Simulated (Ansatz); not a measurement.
**Compressing SiC: a fit and a missing row**

SiC, P6_3mc, a = 3.092 Å, c = 5.074 Å. The compound has several low-lying forms, and this is one of them. Ansatz: PBE, PAW, 420 eV, Γ-centred 12×12×6 mesh on 4 atoms, Gaussian smearing 0.02 eV; no spin polarisation. Shape and atoms are relaxed at each volume; pressure is positive in compression.

```
V (Å³/atom) P (GPa)
      9.241        ?
      9.556    24.23
      9.871    14.95
     10.186     6.94
     10.501     0.04
     10.816    -5.92
     11.131   -11.05
     11.551   -16.79
```

Problem. Take V0 = 10.501 Å³/atom, count pressures from its P0 = 0.04 GPa, fit the third-order Birch–Murnaghan form to the other rows, and predict the missing pressure.

Solution. With the Eulerian strain f = ½[(V0/V)^(2/3) − 1] and y = (P − P0)/[3f(1 + 2f)^(5/2)], the form is the line y = B0 + 1.5 B0 (B0′ − 4) f. Rows (f, y): 0.03244, 212.4; 0.02105, 213.0; 0.01026, 213.1; -0.00976, 213.8; -0.01905, 213.8; -0.03078, 213.6. Means f = 0.0006933, y = 213.28; Σ(Δf)² = 0.003003, ΣΔfΔy = -0.06113; the slope is their ratio. y = 213.3 − 20.35 f GPa, so B0 = 213.3 GPa and B0′ = 4 + 2 × (-20.35)/(3 × 213.3) = 3.94. At V = 9.241, f = 0.04447, y = 212.40 and P = 35.10 GPa. The run gave 35.01 GPa, so the fit is 0.09 GPa too high, a small miss on the scale of the series.